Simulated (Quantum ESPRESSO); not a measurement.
# ZrB2 (P6/mmm) in Quantum ESPRESSO: a series of runs

The runs below take ZrB2 through band structure, single point, equation of state, with LDA, r2SCAN.

Program: Quantum ESPRESSO 7.5. These are calculated values, not measurements. Logs are shortened: lines on timing, memory, paths and dates and some standing lists are left out, and cuts for length are marked.

**1. The structure**

The structure is hexagonal, space group P6/mmm (No. 191). Conventional cell: a = 3.170 Å, b = 3.170 Å, c = 3.533 Å, α = 90.00°, β = 90.00°, γ = 120.00°. Zr (site symmetry 6/mmm) has 12 B at 2.54 Å as nearest neighbours. Around B (site symmetry -6m2) lie 3 B at 1.83 Å.

**2. Band structure, LDA**

Input file pw.in:

```
&CONTROL
  calculation = 'scf'
  prefix = 'pwscf'
  outdir = './tmp'
  pseudo_dir = './pseudo'
  tprnfor = .true.
  tstress = .true.
  disk_io = 'low'
/
&SYSTEM
  ibrav = 0
  celldm(1) = 8
  nat = 3
  ntyp = 2
  ecutwfc = 45
  ecutrho = 360
  nbnd = 15
  occupations = 'smearing'
  smearing = 'fd'
  degauss = 0.00367493
/
&ELECTRONS
  conv_thr = 6d-10
  electron_maxstep = 120
  mixing_beta = 0.5
/
ATOMIC_SPECIES
Zr    91.2240 zr_lda_v1.uspp.F.UPF
B     10.8100 b_lda_v1.4.uspp.F.UPF
CELL_PARAMETERS alat
  0.7488039768830   0.0000000000000   0.0000000000000
 -0.3744019884415   0.6484832664362   0.0000000000000
  0.0000000000000   0.0000000000000   0.8345502997879
ATOMIC_POSITIONS crystal
Zr     0.0000000000    0.0000000000    0.0000000000
B      0.6666666667    0.3333333333    0.5000000000
B      0.3333333333    0.6666666667    0.5000000000
K_POINTS automatic
10 10 8 0 0 0
```

Input file bands.in:

```
&CONTROL
  calculation = 'bands'
  prefix = 'pwscf'
  outdir = './tmp'
  pseudo_dir = './pseudo'
  disk_io = 'low'
  verbosity = 'high'
/
&SYSTEM
  ibrav = 0
  celldm(1) = 8
  nat = 3
  ntyp = 2
  ecutwfc = 45
  ecutrho = 360
  nbnd = 15
  occupations = 'smearing'
  smearing = 'fd'
  degauss = 0.00367493
/
&ELECTRONS
  conv_thr = 1d-08
  electron_maxstep = 120
  mixing_beta = 0.5
  diago_full_acc = .true.
  startingwfc = 'random'
/
ATOMIC_SPECIES
Zr    91.2240 zr_lda_v1.uspp.F.UPF
B     10.8100 b_lda_v1.4.uspp.F.UPF
CELL_PARAMETERS alat
  0.7488039768830   0.0000000000000   0.0000000000000
 -0.3744019884415   0.6484832664362   0.0000000000000
  0.0000000000000   0.0000000000000   0.8345502997879
ATOMIC_POSITIONS crystal
Zr     0.0000000000    0.0000000000    0.0000000000
B      0.6666666667    0.3333333333    0.5000000000
B      0.3333333333    0.6666666667    0.5000000000
K_POINTS crystal
60
 0.0000000000  0.0000000000  0.0000000000 1
 0.0714285714  0.0000000000  0.0000000000 1
 0.1428571429  0.0000000000  0.0000000000 1
 0.2142857143  0.0000000000  0.0000000000 1
 0.2857142857  0.0000000000  0.0000000000 1
 0.3571428571  0.0000000000  0.0000000000 1
 0.4285714286  0.0000000000  0.0000000000 1
 0.5000000000  0.0000000000  0.0000000000 1
 0.4583333333  0.0833333333  0.0000000000 1
 0.4166666667  0.1666666667  0.0000000000 1
 0.3750000000  0.2500000000  0.0000000000 1
 0.3333333333  0.3333333333  0.0000000000 1
 0.2916666667  0.2916666667  0.0000000000 1
 0.2500000000  0.2500000000  0.0000000000 1
 0.2083333333  0.2083333333  0.0000000000 1
 0.1666666667  0.1666666667  0.0000000000 1
 0.1250000000  0.1250000000  0.0000000000 1
 0.0833333333  0.0833333333  0.0000000000 1
 0.0416666667  0.0416666667  0.0000000000 1
 0.0000000000  0.0000000000  0.0000000000 1
 0.0000000000  0.0000000000  0.1000000000 1
 0.0000000000  0.0000000000  0.2000000000 1
 0.0000000000  0.0000000000  0.3000000000 1
 0.0000000000  0.0000000000  0.4000000000 1
 0.0000000000  0.0000000000  0.5000000000 1
 0.0714285714  0.0000000000  0.5000000000 1
 0.1428571429  0.0000000000  0.5000000000 1
 0.2142857143  0.0000000000  0.5000000000 1
 0.2857142857  0.0000000000  0.5000000000 1
 0.3571428571  0.0000000000  0.5000000000 1
 0.4285714286  0.0000000000  0.5000000000 1
 0.5000000000  0.0000000000  0.5000000000 1
 0.4583333333  0.0833333333  0.5000000000 1
 0.4166666667  0.1666666667  0.5000000000 1
 0.3750000000  0.2500000000  0.5000000000 1
 0.3333333333  0.3333333333  0.5000000000 1
 0.3000000000  0.3000000000  0.5000000000 1
 0.2666666667  0.2666666667  0.5000000000 1
 0.2333333333  0.2333333333  0.5000000000 1
 0.2000000000  0.2000000000  0.5000000000 1
 0.1666666667  0.1666666667  0.5000000000 1
 0.1333333333  0.1333333333  0.5000000000 1
 0.1000000000  0.1000000000  0.5000000000 1
 0.0666666667  0.0666666667  0.5000000000 1
 0.0333333333  0.0333333333  0.5000000000 1
 0.0000000000  0.0000000000  0.5000000000 1
 0.5000000000  0.0000000000  0.5000000000 1
 0.5000000000  0.0000000000  0.4166666667 1
 0.5000000000  0.0000000000  0.3333333333 1
 0.5000000000  0.0000000000  0.2500000000 1
 0.5000000000  0.0000000000  0.1666666667 1
 0.5000000000  0.0000000000  0.0833333333 1
 0.5000000000  0.0000000000  0.0000000000 1
 0.3333333333  0.3333333333  0.0000000000 1
 0.3333333333  0.3333333333  0.0833333333 1
 0.3333333333  0.3333333333  0.1666666667 1
 0.3333333333  0.3333333333  0.2500000000 1
 0.3333333333  0.3333333333  0.3333333333 1
 0.3333333333  0.3333333333  0.4166666667 1
 0.3333333333  0.3333333333  0.5000000000 1
```

Potentials or basis: GBRV 1.5 LDA.

Launch:

```console
> OMP_NUM_THREADS=1 mpirun -n 2 pw.x -nk 2 -in pw.in > pw.out
> OMP_NUM_THREADS=1 mpirun -n 2 pw.x -nk 2 -in bands.in > bands.out
```

pw.out:

```text
This program is part of the open-source Quantum ESPRESSO suite
     for quantum simulation of materials; please cite
[... 6 lines left out ...]
     using ibrav=0 with symmetry is DISCOURAGED, use correct ibrav instead

     K-points division:     npool     =       2
     Subspace diagonalization in iterative solution of the eigenvalue problem:
     a serial algorithm will be used

     G-vector sticks info
     --------------------
     sticks:   dense  smooth     PW     G-vecs:    dense   smooth      PW
     Sum         889     439    139                23885     8483    1473

     Using Slab Decomposition

     bravais-lattice index     =            0
     lattice parameter (alat)  =       8.0000  a.u.
     unit-cell volume          =     207.4863 (a.u.)^3
     number of atoms/cell      =            3
     number of atomic types    =            2
     number of electrons       =        18.00
     number of Kohn-Sham states=           15
     kinetic-energy cutoff     =      45.0000  Ry
     charge density cutoff     =     360.0000  Ry
     scf convergence threshold =      6.0E-10
     mixing beta               =       0.5000
     number of iterations used =            8  plain     mixing
     Exchange-correlation=  SLA  PZ   NOGX NOGC
                           (   1   1   0   0   0   0   0)

     celldm(1)=   8.000000  celldm(2)=   0.000000  celldm(3)=   0.000000
     celldm(4)=   0.000000  celldm(5)=   0.000000  celldm(6)=   0.000000

     crystal axes: (cart. coord. in units of alat)
               a(1) = (   0.748804   0.000000   0.000000 )
               a(2) = (  -0.374402   0.648483   0.000000 )
               a(3) = (   0.000000   0.000000   0.834550 )

     reciprocal axes: (cart. coord. in units 2 pi/alat)
               b(1) = (  1.335463  0.771030 -0.000000 )
               b(2) = (  0.000000  1.542060  0.000000 )
               b(3) = (  0.000000 -0.000000  1.198250 )

     PseudoPot. # 1 for Zr read from file:
     zr_lda_v1.uspp.F.UPF
     Pseudo is Ultrasoft + core correction, Zval = 12.0
     Generated by new atomic code, or converted to UPF format
     Using radial grid of  887 points,  6 beta functions with:
                l(1) =   0
                l(2) =   0
                l(3) =   1
                l(4) =   1
                l(5) =   2
                l(6) =   2
     Q(r) pseudized with  6 coefficients,  rinner =    1.200   1.200   1.200
                                                       1.200   1.200

     PseudoPot. # 2 for B  read from file:
     b_lda_v1.4.uspp.F.UPF
     Pseudo is Ultrasoft + core correction, Zval =  3.0
     Generated by new atomic code, or converted to UPF format
     Using radial grid of  781 points,  4 beta functions with:
                l(1) =   0
                l(2) =   0
                l(3) =   1
                l(4) =   1
     Q(r) pseudized with  8 coefficients,  rinner =    1.100   1.100   1.100

     atomic species   valence    mass     pseudopotential
     Zr               12.00    91.22400     Zr( 1.00)
     B                 3.00    10.81000     B ( 1.00)

     24 Sym. Ops., with inversion, found

   Cartesian axes

     site n.     atom                  positions (alat units)
         1        Zr     tau(   1) = (   0.0000000   0.0000000   0.0000000  )
         2        B      tau(   2) = (   0.3744020   0.2161611   0.4172751  )
         3        B      tau(   3) = (  -0.0000000   0.4323222   0.4172751  )

     number of k points=    70  Fermi-Dirac smearing, width (Ry)=  0.0037
                       cart. coord. in units 2pi/alat
        k(    1) = (   0.0000000   0.0000000   0.0000000), wk =   0.0025000
        k(    2) = (   0.0000000   0.0000000   0.1497813), wk =   0.0050000
        k(    3) = (   0.0000000   0.0000000   0.2995625), wk =   0.0050000
        k(    4) = (   0.0000000   0.0000000   0.4493438), wk =   0.0050000
        k(    5) = (   0.0000000   0.0000000  -0.5991251), wk =   0.0025000
        k(    6) = (   0.0000000   0.1542060   0.0000000), wk =   0.0150000
[... 62 lines left out ...]
        k(   69) = (   0.4006389   0.6939269   0.4493438), wk =   0.0300000
        k(   70) = (   0.4006389   0.6939269  -0.5991251), wk =   0.0150000

     Dense  grid:    23885 G-vectors     FFT dimensions: (  40,  40,  45)

     Smooth grid:     8483 G-vectors     FFT dimensions: (  25,  25,  30)

     Initial potential from superposition of free atoms

     starting charge      17.9977, renormalised to      18.0000

     negative rho (up, down):  5.883E-02 0.000E+00
     Starting wfcs are   21 randomized atomic wfcs

     Self-consistent Calculation

     iteration #  1     ecut=    45.00 Ry     beta= 0.50
     Davidson diagonalization with overlap
     ethr =  1.00E-02,  avg # of iterations =  2.1

     negative rho (up, down):  5.981E-02 0.000E+00
[... 67 lines left out ...]
     iteration #  9     ecut=    45.00 Ry     beta= 0.50
     Davidson diagonalization with overlap
     ethr =  6.56E-12,  avg # of iterations =  1.9

     negative rho (up, down):  6.097E-02 0.000E+00

     End of self-consistent calculation

          k = 0.0000 0.0000 0.0000 (  1083 PWs)   bands (ev):

   -32.8624 -11.1027 -10.5452 -10.5452   3.0589  13.0116  13.0116  13.0376
    13.3313  19.0083  19.0083  19.7816  19.7816  20.6425  20.7901
[... 118 lines left out ...]
   -32.7377 -11.3464 -11.2473 -10.7039   5.7210   9.1769  11.2147  11.3973
    13.5293  19.1527  19.4219  20.1497  21.6928  22.4256  23.8473

          k = 0.0000-0.7710 0.0000 (  1050 PWs)   bands (ev):

   -32.7444 -11.4913 -10.9267 -10.7612   6.7575   7.2980  11.7506  12.6050
    12.9521  17.8808  17.9208  20.5457  20.6366  22.1835  23.3850

          k = 0.0000-0.7710 0.1498 (  1058 PWs)   bands (ev):

   -32.7418 -11.4821 -10.9714 -10.7556   6.9779   7.0201  12.0998  12.2958
    12.9330  17.4269  18.4819  20.5962  21.2523  22.1444  23.4661

          k = 0.0000-0.7710 0.2996 (  1056 PWs)   bands (ev):

   -32.7354 -11.4599 -11.0774 -10.7421   6.4687   7.5721  11.6959  12.6443
    12.8228  17.1965  19.7998  20.7238  21.9077  22.0449  23.5887

          k = 0.0000-0.7710 0.4493 (  1052 PWs)   bands (ev):

   -32.7291 -11.4374 -11.1811 -10.7285   6.0185   8.3303  11.2165  11.9550
    13.4435  17.9938  20.8608  21.2672  21.2877  21.9387  23.6028

          k = 0.0000-0.7710-0.5991 (  1072 PWs)   bands (ev):

   -32.7264 -11.4281 -11.2233 -10.7229   5.8516   8.7574  11.0407  11.5120
    13.6806  19.3375  19.8122  20.9207  21.8928  22.0862  23.6426

          k = 0.1335 0.2313 0.0000 (  1071 PWs)   bands (ev):
[... 196 lines left out ...]
   -32.7139 -11.2309 -11.1971 -11.0571   6.5757   7.5182  10.7812  12.8996
    12.9619  19.6126  21.3885  21.7100  21.8896  22.6022  22.6855

     the Fermi energy is    15.5374 ev

!    total energy              =    -112.30055576 Ry
     estimated scf accuracy    <          7.5E-13 Ry
     smearing contrib. (-TS)   =      -0.00020747 Ry
     internal energy E=F+TS    =    -112.30034829 Ry

     The total energy is F=E-TS. E is the sum of the following terms:
     one-electron contribution =      -4.20776916 Ry
     hartree contribution      =      12.32489306 Ry
     xc contribution           =     -23.82668422 Ry
     ewald contribution        =     -96.59078797 Ry

     convergence has been achieved in   9 iterations

     negative rho (up, down):  6.097E-02 0.000E+00

     Forces acting on atoms (cartesian axes, Ry/au):

     atom    1 type  1   force =     0.00000000    0.00000000   -0.00000000
     atom    2 type  2   force =     0.00000000    0.00000000   -0.00000000
     atom    3 type  2   force =     0.00000000    0.00000000    0.00000000

     Total force =     0.000000     Total SCF correction =     0.000000

     Computing stress (Cartesian axis) and pressure

     negative rho (up, down):  6.097E-02 0.000E+00
          total   stress  (Ry/bohr**3)                   (kbar)     P=      -84.07
  -0.00058679   0.00000000   0.00000000          -86.32        0.00        0.00
  -0.00000000  -0.00058679   0.00000000           -0.00      -86.32        0.00
   0.00000000   0.00000000  -0.00054081            0.00        0.00      -79.56

=------------------------------------------------------------------------------=
   JOB DONE.
=------------------------------------------------------------------------------=
```

It took 14 s on 2 MPI ranks of Arm Neoverse V2, shared host; peak memory 0.18 GiB.

What came out:

```
Free energy            : -1527.9269 eV
Pressure               : -8.4 GPa
Band gap on the k mesh : none (metal or under the smearing width)
```

Levels at the corners of the path, in eV from the Fermi level:
| point | band 6 | band 7 | band 8 | band 9 | band 10 | band 11 | band 12 | band 13 |
| --- | --- | --- | --- | --- | --- | --- | --- | --- |
| Γ | -2.53 | -2.53 | -2.50 | -2.21 | 3.47 | 3.47 | 4.24 | 4.24 |
| M | -8.24 | -3.79 | -2.93 | -2.59 | 2.34 | 2.38 | 5.01 | 5.10 |
| K | -7.53 | -6.79 | -2.35 | -2.35 | 1.65 | 1.65 | 3.22 | 8.58 |
| Γ | -2.53 | -2.53 | -2.50 | -2.21 | 3.47 | 3.47 | 4.24 | 4.24 |
| A | -6.84 | -0.85 | -0.85 | 0.41 | 0.41 | 0.85 | 0.85 | 1.89 |
| L | -6.78 | -4.50 | -4.03 | -1.86 | 3.80 | 4.27 | 5.38 | 6.36 |
| H | -8.53 | -4.78 | -2.55 | -2.55 | 4.15 | 6.15 | 6.15 | 6.65 |
| A | -6.84 | -0.85 | -0.85 | 0.41 | 0.41 | 0.85 | 0.85 | 1.89 |
| L | -6.78 | -4.50 | -4.03 | -1.86 | 3.80 | 4.27 | 5.38 | 6.36 |
| M | -8.24 | -3.79 | -2.93 | -2.59 | 2.34 | 2.38 | 5.01 | 5.10 |
| K | -7.53 | -6.79 | -2.35 | -2.35 | 1.65 | 1.65 | 3.22 | 8.58 |
| H | -8.53 | -4.78 | -2.55 | -2.55 | 4.15 | 6.15 | 6.15 | 6.65 |

(Continued in part 2 of 2.)
